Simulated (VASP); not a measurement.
Input of a VASP 6.6.1 run:

Contents of INCAR:

```
ALGO     = Normal         # electronic algorithm
EDIFF    = 1E-7           # SCF threshold, eV
EDIFFG   = -0.005         # ionic threshold
ENCUT    = 600            # plane-wave cutoff, eV
GGA      = PE             # functional
IBRION   = 2              # ionic algorithm
ISIF     = 3              # what is computed and relaxed
ISMEAR   = 0              # smearing method
IVDW     = 12             # dispersion correction
KPAR     = 4            
LASPH    = True           # aspherical terms in the spheres
LCHARG   = False          # write CHGCAR
LREAL    = False          # projectors in reciprocal space
LWAVE    = False          # write WAVECAR
NELM     = 80             # most SCF steps
NSW      = 90             # ionic steps
PREC     = Accurate       # precision mode
SIGMA    = 0.03           # smearing width, eV
```

File KPOINTS:

```
k-points
0
Gamma
  6 6 6
```

The input POSCAR:

```
HfSiO4                                  
1.0
   -3.2899276853      3.2899276853      2.9933911918
    3.2899276853     -3.2899276853      2.9933911918
    3.2899276853      3.2899276853     -2.9933911918
  Hf              Si              O             
     2     2     8
Direct
     0.7500000000000000    0.2500000000000000    0.5000000000000000
     0.0000000000000000    0.0000000000000000    0.0000000000000000
     0.2500000000000000    0.7500000000000000    0.5000000000000000
     0.5000000000000000    0.5000000000000000    0.0000000000000000
     0.1333135092030241    0.3186833335334002    0.8146301756696238
     0.0686833335334002    0.7540531578637764    0.6853698243303762
     0.5040531578637764    0.3186833335334002    0.1853698243303762
     0.0686833335334002    0.3833135092030240    0.3146301756696238
     0.6166864907969759    0.9313166664665997    0.6853698243303762
     0.6813166664665997    0.8666864907969759    0.1853698243303762
     0.2459468421362236    0.9313166664665997    0.3146301756696238
     0.6813166664665997    0.4959468421362235    0.8146301756696238
```

Potentials or basis: VASP PAW PBE potentials, release 64 (Hf_pv, Si, O).

Command:

```console
$ cat potpaw_PBE.64/Hf_pv/POTCAR potpaw_PBE.64/Si/POTCAR potpaw_PBE.64/O/POTCAR > POTCAR
$ mpirun -np 4 vasp_std > vasp.out
```

Question: Estimate the dispersion energy per atom.

Answer: -0.207 eV.

Question: What does it give for the band gap on the k mesh?

Answer: 5.42 eV, indirect (least direct gap 5.78 eV).

Forces in eV/Å, atoms in the order of the input:
```
Hf   0.000  0.000  0.000
Hf   0.000  0.000  0.000
Si   0.000  0.000  0.000
Si   0.000  0.000  0.000
O    0.000 -0.001 -0.004
O    0.001  0.000 -0.004
O    0.000  0.001 -0.004
O   -0.001  0.000 -0.004
O    0.000  0.001  0.004
O    0.001  0.000  0.004
O    0.000 -0.001  0.004
O   -0.001  0.000  0.004
```

Caveat: spin-orbit coupling is left out, which moves the levels of the heavy elements. A k mesh can miss the band edges.
